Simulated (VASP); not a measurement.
# Sc: relaxation of cell and atoms with PBE+D4

Sc:

```
Sc
1.0
     3.27000    0.00000    0.00000
    -1.63500    2.83190    0.00000
     0.00000    0.00000    5.09000
Sc
2
Cartesian
  0.0000 1.8879 1.2725
  1.6350 0.9440 3.8175
```

The cell was built by a generator and needn't be a form met in nature.

```
Program                : VASP 6.6.1
Task                   : relaxation of cell and atoms
Functional             : PBE
Dispersion             : D4
Potentials or basis    : VASP PAW PBE potentials, release 64 (Sc_sv)
Cutoff                 : 600 eV
k mesh                 : 14 × 14 × 8
Occupations            : methfessel-paxton, width 0.1 eV
Spin                   : no spin polarisation
Further INCAR settings : ALGO = Fast; EDIFF = 1e-06; IBRION = 2; EDIFFG = -0.005; NSW = 60; ISIF = 3
```

```json
{
 "Relaxed volume": "23.89 Å³/atom",
 "Relaxed cell": "a = 3.289 Å, b = 3.289 Å, c = 5.101 Å, α = 90.00°, β = 90.00°, γ = 120.00°",
 "Space group after relaxing (to 0.05 Å)": "P6_3/mmc (No. 194)",
 "Energy gained by relaxing": "0.8 meV/atom",
 "Ionic steps": "8",
 "Pressure after relaxing": "0.0 GPa",
 "Band gap on the k mesh": "none (metal or under the smearing width)",
 "Dispersion energy per atom": "-0.275 eV"
}
```

The path:
| step | energy change (eV) | largest force (eV/Å) | pressure (GPa) | volume (Å³) |
| --- | --- | --- | --- | --- |
| 1 | 0.0000 | 0.0000 | 0.78 | 47.14 |
| 2 | -0.0015 | 0.0000 | -0.20 | 47.92 |
| 3 | -0.0016 | 0.0000 | -0.02 | 47.77 |
| 4 | -0.0016 | 0.0000 | 0.02 | 47.76 |
| 5 | -0.0016 | 0.0000 | 0.02 | 47.75 |
| 6 | -0.0016 | 0.0000 | 0.03 | 47.73 |
| 7 | -0.0016 | 0.0000 | 0.03 | 47.74 |
| 8 | -0.0016 | 0.0000 | -0.02 | 47.78 |

Final structure:
```xyz
2
Lattice="3.2888 0.0000 0.0000 -1.6444 2.8482 0.0000 0.0000 0.0000 5.1011" Properties=species:S:1:pos:R:3 pbc="T T T"
Sc    0.0000    1.8988    1.2753
Sc    1.6444    0.9494    3.8258
```

Levels at points of the mesh, in eV from the Fermi level:
```csv
k point,band 7,band 8,band 9,band 10,band 11,band 12,band 13,band 14,band 15
"(0.00, 0.00, 0.00)",-27.75,-27.71,-5.19,-1.67,0.71,1.62,1.62,1.92,2.10
"(0.50, 0.00, 0.00)",-27.84,-27.79,-1.64,-1.10,-0.71,-0.35,1.35,1.35,1.94
"(0.00, 0.00, 0.50)",-27.78,-27.78,-3.60,-3.60,1.01,1.01,1.53,1.53,1.53
"(0.50, 0.00, 0.50)",-27.83,-27.83,-1.52,-1.52,0.07,0.07,1.33,1.33,2.43
```

It took 3.1 min on 1 thread of Intel(R) Xeon(R) 6975P-C (Granite Rapids) (shared host), peak memory 0.25 GiB.

Caveat: pairwise dispersion overbinds metals, which lowers pressure and volume.
